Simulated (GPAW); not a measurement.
A run of GPAW 26.7.0 is set up as follows.

The input run.py:

```python
from ase.dft.bandgap import bandgap
from ase.io import write
from ase.spacegroup import crystal
from ase.units import GPa
from gpaw import GPAW, PW

# Pt 4a
atoms = crystal(['Pt'],
                basis=[[0.0, 0.0, 0.0]],
                spacegroup=225, setting=1,  # Fm-3m
                cellpar=[3.9218, 3.9218, 3.9218, 90.0, 90.0, 90.0],
                primitive_cell=True)

calc = GPAW(mode=PW(450),
            xc='PBE',
            kpts={'size': (9, 9, 9), 'gamma': True},
            occupations={'name': 'fermi-dirac', 'width': 0.05},
            nbands=17,
            maxiter=120,
            txt='gpaw.txt')
atoms.calc = calc
energy = atoms.get_potential_energy()
forces = atoms.get_forces()
stress = atoms.get_stress()
calc.write('gs.gpw')
write('result.traj', atoms)
print(f'Energy: {energy:.6f} eV')
print('Forces (eV/A):')
print(forces.round(4))
print('Stress (GPa):', (stress / GPa).round(3))
print('Fermi level:', round(calc.get_fermi_level(), 4), 'eV')
print(f'Gap: {bandgap(calc)[0]:.4f} eV, direct: {bandgap(calc, direct=True)[0]:.4f} eV')
```

Potentials or basis: GPAW PAW data sets (gpaw-data 1.2.1), pw.

Run with:

```sh
$ OMP_NUM_THREADS=1 python run.py
```

What does it give for the pressure?

8.5 GPa.

Estimate the band gap on the k mesh.

none (metal or under the smearing width).

Caveat: the cutoff is short for stress and forces, so pressures can be off by a GPa or more. Spin-orbit coupling is left out, which matters for the levels of Pt.
